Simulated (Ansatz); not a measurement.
## Be: from a guess to a relaxed structure

All numbers below come from DFT PBE, scalar-relativistic, plane waves, PAW in Ansatz. Cutoff 420 eV, Gaussian smearing, Γ-centred meshes. Cell and atoms relax first on a coarse mesh and then on a finer one. In between, the cell is made exact in the group found at 0.06 Å. In metals the finer mesh still leaves noise of several meV/atom or more. The steps can't lower the symmetry of their start. No spin polarisation.

A trial structure of Be was built thus: random cell by space group and Wyckoff sites (P4/mbm, No. 127). Lengths were set from tabulated atomic sizes, so they are only a guess.

```yaml
crystal:
  lattice:
    - [3.86349, 0.00000, 0.00000]
    - [0.00000, 3.86349, 0.00000]
    - [0.00000, 0.00000, 3.73268]
  atoms:
    - { symbol: Be, position: [0.32189, 0.82189, 0.50000] }
    - { symbol: Be, position: [0.67811, 0.17811, 0.50000] }
    - { symbol: Be, position: [0.17811, 0.32189, 0.50000] }
    - { symbol: Be, position: [0.82189, 0.67811, 0.50000] }
    - { symbol: Be, position: [0.00000, 0.50000, 0.00000] }
    - { symbol: Be, position: [0.50000, 0.00000, 0.00000] }
```

Energies count from the standard state of Be at the same level.

Task: Describe the relaxed structure.

Result: The symmetry stays P4/mbm (No. 127). The volume per atom grows by 6.1 %, from 9.3 to 9.9 Å³. The shortest distance goes from 1.95 Å (Be–Be) to 2.06 Å (Be–Be). Conventional cell: a = 3.977 Å, c = 3.738 Å. Be on a site of symmetry m2m is surrounded by 7 Be at 2.06–2.14 Å and 2 Be at 2.58 Å; around Be on a site of symmetry mmm lie 4 Be at 2.14 Å, 4 Be at 2.58 Å and 4 Be at 2.81 Å.

```yaml
crystal:
  lattice:
    - [3.97682, 0.00000, 0.00000]
    - [0.00000, 3.97682, 0.00000]
    - [0.00000, 0.00000, 3.73815]
  atoms:
    - { symbol: Be, position: [0.31583, 0.81583, 0.50000] }
    - { symbol: Be, position: [0.68417, 0.18417, 0.50000] }
    - { symbol: Be, position: [0.18417, 0.31583, 0.50000] }
    - { symbol: Be, position: [0.81583, 0.68417, 0.50000] }
    - { symbol: Be, position: [0.00000, 0.50000, 0.00000] }
    - { symbol: Be, position: [0.50000, 0.00000, 0.00000] }
```

Task: How does it come out in energy, and is it a metal?

Result: The energy over the standard state is +0.48 eV/atom and the gap on the 10×10×10 mesh of the 6-atom cell is 0 eV (a metal).

So it is a metastable form at best.

The last run used Gaussian smearing of 0.10 eV. Symmetry constrained the relaxation, so the result can be a saddle point. Another cell of Be relaxed alike, in P6_3/mmc, lies 282 meV/atom lower, so this cell isn't the stable form at this level.
